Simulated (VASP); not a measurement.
Input of a VASP 6.6.1 run:

The input INCAR:

```
SYSTEM = In3As
PREC = Accurate
ENCUT = 520
EDIFF = 1E-7
ISMEAR = 0
SIGMA = 0.1
LREAL = .False.
LASPH = .True.
NELM = 100
ALGO = Fast
ISIF = 2
LWAVE = .False.
LCHARG = .False.
GGA = PS
NBANDS = 30
```

The input KPOINTS:

```
Automatic mesh
0
Gamma
  10 10 10
  0 0 0
```

File POSCAR:

```
In3As
1.0
    4.6716810000      0.0000000000      0.0000000000
    0.0000000000      4.6716810000      0.0000000000
    0.0000000000      0.0000000000      4.6716810000
In As
3 1
Direct
    0.0000000000      0.5000000000      0.5000000000
    0.5000000000      0.0000000000      0.5000000000
    0.5000000000      0.5000000000      0.0000000000
    0.0000000000      0.0000000000      0.0000000000
```

Potentials or basis: VASP PAW PBE potentials, release 64 (In_d, As).

The run is started by

```sh
$ cat potpaw_PBE.64/In_d/POTCAR potpaw_PBE.64/As/POTCAR > POTCAR
$ mpirun -np 1 vasp_std > vasp.out
```

Question: Estimate the band gap on the k mesh.

Answer: None (metal or under the smearing width).

Question: Predict the pressure.

Answer: -2.6 GPa.

Caveat: the PAW data sets were made with another functional, which shifts forces and pressure a little.
